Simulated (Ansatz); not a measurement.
## MgO under changes of volume

One of the cells (11.804 Å³/atom); the others are scaled copies at fixed shape and fractional positions:

```
Mg O
1.0
     3.30779    0.00000    0.00000
    -1.65389    2.86463    0.00000
     0.00000    0.00000    4.98288
Mg O
2 2
Direct
  0.66667 0.33333 0.50216
  0.33333 0.66667 0.00216
  0.66667 0.33333 0.90244
  0.33333 0.66667 0.40244
```

Measurements of this composition are mostly on another form, of space group No. 225.

```yaml
Program: Ansatz 0.2.0
Functional: LDA
Potentials_or_basis: all-electron LAPW, scalar-relativistic
Cutoff: 332 eV (chosen from the basis error)
Basis_error_allowed: 0.002 eV/atom
k_mesh: 9 × 9 × 6
Occupations: fermi-dirac, width 0.05 eV
Spin: no spin polarisation
```

```csv
volume (Å³/atom),energy over the lowest point (meV/atom),pressure (GPa),gap on the mesh (eV),largest force (eV/Å)
11.096,3.60,4.0,3.71,0.023
11.332,0.00,1.0,3.59,0.001
11.568,0.54,-1.7,3.47,0.019
11.804,4.82,-4.1,3.36,0.038
12.040,?,?,?,?
12.276,23.15,-8.2,3.15,0.072
12.512,36.57,-10.0,3.05,0.087
```

Task: What does the run at 12.040 Å³/atom give?

Result: Energy over the lowest point 12.47 meV/atom; pressure -6.2 GPa; gap on the mesh 3.25 eV; largest force 0.056 eV/Å.

Worked out: A Birch-Murnaghan fit of order 3 (a polynomial in V^(-2/3)) to the other rows has its minimum at 11.42 Å³/atom with B0 = V·E''(V) = 131 GPa and B' = 4.0 at fixed shape and positions, which overstates the stiffness. It gives 12.47 meV/atom at 12.040 Å³/atom, against the run's 12.47, and -dE/dV = -6.3 GPa, against -6.2. A straight line through the other rows of the gap, of slope -5.49 eV per unit of ln V (its deformation potential), gives 3.26 eV, against the run's 3.25.

Energies are extrapolated to zero smearing.

Caveats: an odd mesh through Γ misses points on the zone boundary, where band edges often lie.
